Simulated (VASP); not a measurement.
C:

```xyz
2
Lattice="0.0000 1.7774 1.7774 1.7774 0.0000 1.7774 1.7774 1.7774 0.0000" Properties=species:S:1:pos:R:3 pbc="T T T"
C     1.7774    1.7774    1.7774
C     2.6662    2.6662    2.6662
```

This isn't the form of C at room conditions, which is graphite.

Base run:

```yaml
Program: VASP 6.6.1
Functional: r2SCAN
Potentials_or_basis: VASP PAW PBE potentials, release 64 (C)
Cutoff: 520 eV
k_mesh: 12 × 12 × 12
Occupations: gaussian, width 0.02 eV
Spin: no spin polarisation
```

Its results: band gap on the k mesh 4.37 eV, indirect (least direct gap 5.86 eV).

Problem. The run is repeated on the same cell with these changes: functional from r2SCAN to TB-mBJ. What comes out?

Solution. Band gap on the k mesh 5.00 eV, indirect (least direct gap 6.65 eV).
